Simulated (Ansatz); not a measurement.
Trial structure of In5GaP6, not yet relaxed:

```
CELL_PARAMETERS angstrom
3.97409 0.00000 0.00000
0.00000 3.97409 0.00000
0.00000 0.00000 16.86065
ATOMIC_POSITIONS crystal
In 0.00000 0.00000 0.83333
In 0.00000 0.00000 0.16667
In 0.50000 0.50000 0.33333
In 0.00000 0.00000 0.50000
In 0.50000 0.50000 0.66667
Ga 0.50000 0.50000 0.00000
P 0.00000 0.00000 0.00000
P 0.50000 0.50000 0.16667
P 0.00000 0.00000 0.33333
P 0.50000 0.50000 0.50000
P 0.00000 0.00000 0.66667
P 0.50000 0.50000 0.83333
```

Computed with Ansatz 0.2.0, DFT PBE, scalar-relativistic, plane waves, PAW. Plane waves to 420 eV, a k mesh through Γ of 4×4×1 on the computed 12-atom cell and Gaussian smearing (0.10 eV); no spin polarisation.

The zero of energy is the elements' standard structures at the same level; no fitted shifts are applied. The references include black phosphorus.

**Question.** What does a single point on this coarse mesh give?

**Answer.** The pressure is -4.2 GPa (the mean over three directions, positive in compression), the largest force is 0.27 eV/Å, and the energy is +0.09 eV/atom against the elements. The shortest distance is 2.81 Å.

**Question.** Is it a good guess?

**Answer.** A good one: relaxing gains under 0.1 eV/atom (the start's value is from the coarse mesh, so the gain is rough) in 13 ionic steps and ends at +0.01 eV/atom on the finer mesh. The symmetry stays P4/mmm (No. 123). The volume per atom shrinks by 6.8 %, from 22.2 to 20.7 Å³. The shortest distance goes from 2.81 Å (Ga–P and In–P) to 2.53 Å (Ga–P). Conventional cell: a = 3.883 Å, c = 16.464 Å. In on a site of symmetry 4mm has 6 P at 2.69–2.75 Å; around Ga lie 2 P at 2.53 Å and 4 P at 2.75 Å; around P on a site of symmetry 4/mmm lie 2 In at 2.69 Å and 4 Ga at 2.75 Å; 5 more sites not described.

The last run used a 10×10×4 mesh (in the run's order of axes) for its 12-atom cell and Gaussian smearing of 0.10 eV. The k mesh leaves some 4 meV/atom of noise in the energy of each metallic cell. The reference form of P is held partly by dispersion forces, which this level lacks. The relaxation can't lower the symmetry of the start, and the grade says only how near the guess is to its own end. Symmetry constrained the relaxation, so the result can be a saddle point.
